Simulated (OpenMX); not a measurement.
# TePb: equation of state with LDA

The system is TePb.

```
CELL_PARAMETERS angstrom
0.00000 3.23100 3.23100
3.23100 0.00000 3.23100
3.23100 3.23100 0.00000
ATOMIC_POSITIONS crystal
Pb 0.00000 0.00000 0.00000
Te 0.50000 0.50000 0.50000
```

```yaml
Program: OpenMX 3.8.5
Task: equation of state
Functional: LDA
Potentials_or_basis: OpenMX 2013 LDA set, Pb8.0-s3p2d2f1, Te7.0-s3p2d2f1, fixed grid of 50 × 50 × 50 points
k_mesh: 7 × 7 × 7
Occupations: fermi-dirac, width 0.05 eV
Spin: no spin polarisation
```

* Equilibrium volume: 32.93 Å³/atom
* Bulk modulus: 48 GPa
* Pressure derivative of the bulk modulus: 4.3 (rough: it moves with the points fitted)

Energy against volume, from the lowest point:
| volume (Å³/atom) | energy (meV/atom) |
| --- | --- |
| 31.706 | 7.18 |
| 32.380 | 1.19 |
| 33.055 | 0.00 |
| 33.730 | 2.74 |
| 34.404 | 8.83 |
| 35.079 | 18.42 |
| 35.753 | 30.92 |

Caveat: the basis has few d functions beyond the semicore shells, which can make volumes several per cent too large; volumes in these bases differ from converged ones by about 1 %, for some elements by several; the basis of atomic orbitals isn't converged, which shifts pressures, moduli and gaps. The run has no spin-orbit coupling, so splittings on Pb, Te are missing.
